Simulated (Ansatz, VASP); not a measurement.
## Pt: VASP beside Ansatz

INCAR

```
SYSTEM = Pt
PREC = Accurate
ENCUT = 520
EDIFF = 1E-6
ISMEAR = 0
SIGMA = 0.1
LREAL = .False.
LASPH = .True.
NELM = 100
ALGO = Normal
ISIF = 2
LWAVE = .False.
LCHARG = .True.
GGA = PE
LELF = .True.
LVHAR = .True.
NBANDS = 11
```

KPOINTS

```
Automatic mesh
0
Gamma
  18 18 18
  0 0 0
```

File POSCAR:

```
Pt
1.0
    0.0000000000      1.9289230800      1.9289230800
    1.9289230800      0.0000000000      1.9289230800
    1.9289230800      1.9289230800      0.0000000000
Pt
1
Direct
    0.0000000000      0.0000000000      0.0000000000
```

Input for Ansatz:

```yaml
crystal:
  lattice:
    - [0.0, 1.92892308, 1.92892308]
    - [1.92892308, 0.0, 1.92892308]
    - [1.92892308, 1.92892308, 0.0]
  atoms:
    - { symbol: Pt, position: [0.0, 0.0, 0.0] }
basis:
  ecutwfc: 420
kpoints:
  mp_grid: { grid: [18, 18, 18] }
hamiltonian:
  xc: pbe
scf:
  occupations: { method: gaussian, width: 0.1 }
output:
  forces: true
  stress: true
  eigenvalues: true
  write_density: true
  write_potential: true
  elf: true
  volumetric_format: npy
```

Alike in both runs: task single point; functional PBE; k mesh 18 × 18 × 18; occupations gaussian, width 0.1 eV; no spin polarisation.

|  | VASP | Ansatz |
| --- | --- | --- |
| version | VASP 6.6.1 | Ansatz 0.2.0 |
| potentials or method | VASP PAW PBE potentials, release 64 (Pt) | scalar-relativistic, plane waves, PAW |
| plane-wave cutoff (eV) | 520 | 420 |
| valence electrons in the cell | 10 | 18 |

|  | VASP | Ansatz | Ansatz less VASP |
| --- | --- | --- | --- |
| gap on the k mesh at the Fermi level (eV) | none | none | - |
| pressure (GPa) | 26.4 | 26.9 | +0.59 |

A gap of «none» marks a metal or a gap that the smearing closes. The two sets of potentials don't hold the same shells in valence.

Caveats: so large a pressure means that the cell lies far from this level's equilibrium, or that cutoff or potentials fall short (VASP). Spin-orbit coupling is left out, which matters for the levels of Pt.
